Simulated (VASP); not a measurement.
Write the native input for VASP 6.6.1 that does the following.

| Item | Value |
| --- | --- |
| Task | electric field gradients |
| Functional | PBE |
| Potentials or basis | VASP PAW PBE potentials, release 64 (Pb_d, O) |
| Cutoff | 520 eV |
| k mesh | 12 × 12 × 12 |
| Occupations | fermi-dirac, width 0.05 eV |
| Spin | no spin polarisation |
| Dipole correction | no |
| Further INCAR settings | ALGO = Normal; EDIFF = 1e-08; NBANDS = 20 |

The structure of PbO2 lies in POSCAR:

```
PbO2
1.0
    0.0000000000      2.7019920000      2.7019920000
    2.7019920000      0.0000000000      2.7019920000
    2.7019920000      2.7019920000      0.0000000000
Pb O
1 2
Direct
    0.0000000000      0.0000000000      0.0000000000
    0.2500000000      0.2500000000      0.2500000000
    0.7500000000      0.7500000000      0.7500000000
```

The cell comes from a database or a generator and needn't be the stable form of this composition.

These files were run (other wordings do the same):

INCAR

```
SYSTEM = PbO2
PREC = Accurate ; ENCUT = 520
EDIFF = 1E-8 ; ISMEAR = -1
SIGMA = 0.05 ; LREAL = .FALSE.
LASPH = .TRUE. ; NELM = 60
ALGO = Normal ; ISIF = 2
LWAVE = .FALSE. ; LCHARG = .FALSE.
GGA = PE ; LEFG = .TRUE.
NBANDS = 20
```

KPOINTS

```
Automatic mesh
0
G
  12 12 12
  0 0 0
```

Potentials or basis: VASP PAW PBE potentials, release 64 (Pb_d, O).

The run is started by

```bash
$ cat potpaw_PBE.64/Pb_d/POTCAR potpaw_PBE.64/O/POTCAR > POTCAR
$ mpirun -np 1 vasp_std > vasp.out
```

Results of the run:

```
Pressure               : 0.4 GPa
Band gap on the k mesh : none (metal or under the smearing width)
```

Wall time 26 s on 1 thread of Intel(R) Xeon(R) 6975P-C (Granite Rapids) (shared host), peak memory 0.18 GiB.
